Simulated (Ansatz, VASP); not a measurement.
## AlGaAs2 in VASP and in Ansatz

INCAR

```
SYSTEM = AlGaAs2
ALGO = Normal
EDIFF = 1E-6
ENCUT = 520
ISIF = 2
ISMEAR = 0
LASPH = .True.
LCHARG = .True.
LELF = .True.
LREAL = .False.
LVHAR = .True.
LWAVE = .False.
NBANDS = 21
NELM = 80
PREC = Accurate
SIGMA = 0.1
```

KPOINTS

```
k-points
0
Gamma
  6 6 4
  0 0 0
```

The input POSCAR:

```
AlGaAs2
1.0
    3.5995275633      0.0000000000      0.0000000000
    0.0000000000      3.5995275633      0.0000000000
    0.0000000000      0.0000000000      5.0658318495
Al Ga As
1 1 2
Direct
    0.5000000000      0.5000000000      0.5000000000
    0.0000000000      0.0000000000      0.0000000000
    0.5000000000      0.0000000000      0.7400513254
    0.0000000000      0.5000000000      0.2599486746
```

Input for Ansatz:

```yaml
crystal:
  lattice:
    - [3.5995275633, 0.0, 0.0]
    - [0.0, 3.5995275633, 0.0]
    - [0.0, 0.0, 5.0658318495]
  atoms:
    - { symbol: Al, position: [0.5, 0.5, 0.5] }
    - { symbol: Ga, position: [0.0, 0.0, 0.0] }
    - { symbol: As, position: [0.5, 0.0, 0.7400513254] }
    - { symbol: As, position: [0.0, 0.5, 0.2599486746] }
basis:
  ecutwfc: 420
kpoints:
  mp_grid: { grid: [6, 6, 4] }
hamiltonian:
  xc: lda
scf:
  occupations: { method: gaussian, width: 0.1 }
output:
  forces: true
  stress: true
  eigenvalues: true
```

Alike in both runs: task single point; functional LDA; k mesh 6 × 6 × 4; occupations gaussian, width 0.1 eV; no spin polarisation.

```csv
,VASP,Ansatz
version,VASP 6.6.1,Ansatz 0.2.0
potentials or method,"VASP PAW LDA potentials, release 64 (Al, Ga_d, As)","scalar-relativistic, plane waves, PAW"
plane-wave cutoff (eV),520,420
valence electrons in the cell,26,46
```

|  | VASP | Ansatz | Ansatz less VASP |
| --- | --- | --- | --- |
| gap on the k mesh at the Fermi level (eV) | 0.60 | 0.63 | +0.026 |
| least direct gap on the mesh (eV) | 1.17 | 1.18 | +0.018 |
| rms of the force components (eV/Å) | 0.502 | 0.492 | -0.0102 |

Atom by atom the forces differ by 0.010 eV/Å (rms over components). The two sets of potentials don't hold the same shells in valence.

Caveats: forces of over 1 eV/Å show positions far from the minimum, so gaps and moduli don't describe the material at rest. A k mesh can miss the band edges.
